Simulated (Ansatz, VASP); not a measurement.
# One calculation of Ti, two programs

INCAR

```
PREC = Accurate
ENCUT = 520
EDIFF = 1E-7
ISMEAR = 0
SIGMA = 0.017
LREAL = F
LASPH = T
NELM = 100
ALGO = Normal
ISIF = 2
LWAVE = F
LCHARG = F
GGA = PE
NBANDS = 12
```

KPOINTS

```
Automatic mesh
0
Gamma
  11 11 11
```

The input POSCAR:

```
Ti
1.0
   -1.6410000000      1.6410000000      1.6410000000
    1.6410000000     -1.6410000000      1.6410000000
    1.6410000000      1.6410000000     -1.6410000000
Ti
1
Direct
    0.0000000000      0.0000000000      0.0000000000
```

Contents of input.yaml:

```yaml
crystal:
  lattice:
    - [-1.641, 1.641, 1.641]
    - [1.641, -1.641, 1.641]
    - [1.641, 1.641, -1.641]
  atoms:
    - { symbol: Ti, position: [0.0, 0.0, 0.0] }
hamiltonian:
  xc: pbe
  pseudopotentials: { kind: paw }
kpoints:
  mp_grid: { grid: [11, 11, 11] }
scf:
  occupations: { method: gaussian, width: 0.017 }
output:
  forces: true
  stress: true
  eigenvalues: true
  write_density: true
  write_potential: true
  elf: true
  volumetric_format: npy
```

This isn't the form of Ti at room conditions, which is hcp.

Alike in both runs: task single point; functional PBE; k mesh 11 × 11 × 11; occupations gaussian, width 0.017 eV; no spin polarisation.

```csv
,VASP,Ansatz
version,VASP 6.6.1,Ansatz 0.2.0
potentials or method,"VASP PAW PBE potentials, release 64 (Ti_sv)",Ansatz PAW
plane-wave cutoff (eV),520,420
valence electrons in the cell,12,12
```

|  | VASP | Ansatz | Ansatz less VASP |
| --- | --- | --- | --- |
| gap on the k mesh at the Fermi level (eV) | none | none | - |
| pressure (GPa) | -3.1 | -2.9 | +0.24 |

A gap of «none» marks a metal or a gap that the smearing closes. With one functional, cell and mesh, what is left measures potentials, basis and numerics.
